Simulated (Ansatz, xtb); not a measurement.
## Strength of the O–Al bond: C3H9AlO → C3H6O + AlH3

Species: C3H9AlO `CC(C)=[O+][AlH3-]`, singlet; C3H6O (acetone) `CC(C)=O`, singlet; AlH3 `[AlH3]`, singlet. 

Shapes, held fixed at every level: PBE0-D4/def2-TZVP. Programs: Ansatz 0.2.0, xtb 6.7.1. The zero-point and thermal change to 298 K, harmonic and unscaled (PBE0-D4/def2-TZVP), is -7.1 kJ/mol.

(1) Estimate ΔH(298 K) of this reaction.

Answers

(1) The highest level, CCSD(T)/CBS estimate, gives ΔH(298 K) = +98.5 kJ/mol; the levels span +89.9 to +139.7. A fragment pairs its electrons up again, so this isn't a typical strength of such a bond. The column of differences is taken from that level and isn't an error. No measured value is set beside it here. The CBS estimate extrapolates MP2 from def2-TZVPP and def2-QZVPP and adds CCSD(T) − MP2 in the triple-zeta set, cores frozen.

```csv
level,kind,ΔH(298 K) (kJ/mol),less CCSD(T)/CBS estimate
GFN1-xTB,semi-empirical,+139.7,+41.2
BHLYP-D4/def2-TZVPP,global hybrid,+105.0,+6.5
r2SCAN0-D4/def2-TZVPP,global hybrid,+111.1,+12.6
wB97X-V/def2-TZVPP,range-separated hybrid,+101.5,+3.0
B2PLYP/def2-TZVPP,double hybrid,+89.9,-8.6
MP2/def2-SVP,perturbation theory,+98.2,-0.3
MP2/def2-TZVPP,perturbation theory,+95.3,-3.2
CCSD(T)/def2-SVP,coupled cluster or CI,+98.2,-0.3
CCSD(T)/CBS estimate,coupled cluster or CI,+98.5,0.0
```
